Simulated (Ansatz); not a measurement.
In doubt: masses and optical values from hybrid runs of this build are listed as unsure, which bears on the screening that GW takes from such a start.

In2O3 (R-3c), computed twice by G0W0.

```xyz
10
Lattice="2.7435 1.5840 4.8367 -2.7435 1.5840 4.8367 0.0000 -3.1679 4.8367" Properties=species:S:1:pos:R:3 pbc="T T T"
In    0.0000    0.0000    5.1846
In    0.0000    0.0000    2.0704
In    0.0000    0.0000    9.3254
In    0.0000    0.0000   12.4396
O    -1.1084    1.5840    8.4642
O    -0.8176   -1.7519    8.4642
O     1.9259    0.1679    8.4642
O     1.1084   -1.5840    6.0458
O     0.8176    1.7519    6.0458
O    -1.9259   -0.1679    6.0458
```

The cell and positions come from the Crystallography Open Database and are kept as given unless a step says otherwise. This is not the form that In2O3 usually takes at ambient conditions. PAW set soft_2, made with PBE.

The first (Ansatz 0.2.0; start HSE06, 4×4×4 mesh, 526 empty bands, screening to 150 eV; 1 × NVIDIA H100 80GB HBM3 (shared by 3 runs) with 3 threads of AMD EPYC 7R13 (Zen 3), shared host) gave, on its mesh: starting gap 2.82 eV, G0W0 gap 3.24 eV, RPA ε∞ (mean) 3.67, 80 s.

Question: The second changes start from HSE06 to PBE0. What does it give?

It gave: starting gap 3.52 eV, G0W0 gap 3.45 eV, RPA ε∞ (mean) 3.47, 74 s. The G0W0 gap moves by +0.21 eV, +0.69 eV from the start and −0.49 eV from the correction.

Limits: not at the basis limit; no spin-orbit coupling.

[Paths, hosts, dates, memory and timing lines, banners, echoed tables and standing remarks are left out of the program output.]

[Logs are printed without paths, hosts, clocks, repeated set-up lines and the standing remarks that a program may print on its own settings, such as how far it seeks lower states.]

[Runs of the session that timed out or met a known fault of the program may be left out.]

[Cells called generated may have been cut or substituted from an entry of the Crystallography Open Database or the Materials Project.]

[Hosts, paths, dates, database ids (printed as entryN), source tags and the programs' standing remarks are cut or masked in the printed files.]
